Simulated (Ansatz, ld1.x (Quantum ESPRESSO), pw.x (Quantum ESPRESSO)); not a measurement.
# Which Si potential is closest to all-electron in the fcc crystal?

All use LDA (PW92), scalar-relativistic, no spin, cutoffs from each file’s atomic test, pw.x 7.5; 15³ k-points, Fermi–Dirac smearing 0.01 Ry. Δ is the rms difference from all-electron LAPW of the E(V) curves that follow from fits to the pressures, over ±6 % in volume. Mesh and smearing are coarse and serve the comparison alone. The files are a selection: those with a ghost or negative overlap were mostly not run, and those with noisy or unconverged pressures or nearly equal Δ are left out.

All-electron: a0 = 3.818 Å (V0 = 13.92 Å³/atom), B0 = 90.0 GPa.

(1) Rank them by Δ, smallest first.
A. ultrasoft, ld1.x (Quantum ESPRESSO) 7.5, LDA (PW92); core [Ne], reference 3s2 3p2; waves: 3s (bound): rcut 1.60, rcutus 1.80 bohr; 3s channel at 0.15 Ry: rcut 1.60, rcutus 1.80 bohr; 3p (bound): rcut 2.05, rcutus 2.15 bohr; 3p channel at 4.05 Ry: rcut 2.05, rcutus 2.15 bohr; 3d channel at 0.25 Ry: rcut 2.00, rcutus 2.35 bohr; 3d channel at 2.25 Ry: rcut 2.00, rcutus 2.35 bohr; local part: all-electron potential smoothed inside 1.45 bohr (lloc = -1); core correction: none; augmentation: PSQ, inside the norm-conserving radii.
B. norm-conserving RRKJ (Kleinman–Bylander form), ld1.x (Quantum ESPRESSO) 7.5, LDA (PW92); core [Ne], reference 3s2 3p2; waves: 3p (bound): rc 1.85 bohr; 3d channel at 0.45 Ry: rc 2.15 bohr; 3s (bound): rc 2.00 bohr; local part: the s channel; core correction: Bessel-smoothed model core inside 1.80 bohr.
C. norm-conserving Troullier–Martins (Kleinman–Bylander form), ld1.x (Quantum ESPRESSO) 7.5, LDA (PW92); core [Ne], reference 3s2 3p2; waves: 3s (bound): rc 1.85 bohr; 3p (bound): rc 1.70 bohr; 3d channel at 0.35 Ry: rc 1.60 bohr; local part: all-electron potential smoothed inside 1.25 bohr (lloc = -1); core correction: Bessel-smoothed model core, default radius (core density twice the valence density).
D. norm-conserving Troullier–Martins (Kleinman–Bylander form), ld1.x (Quantum ESPRESSO) 7.5, LDA (PW92); core [Ne], reference 3s2 3p2; waves: 3s (bound): rc 1.60 bohr; 3d channel at 0.05 Ry: rc 2.30 bohr; 3p (bound): rc 2.30 bohr; local part: the p channel; core correction: none.

Answers

(1) A (0.2 meV/atom), D (0.8 meV/atom), B (2.3 meV/atom), C (3.4 meV/atom).
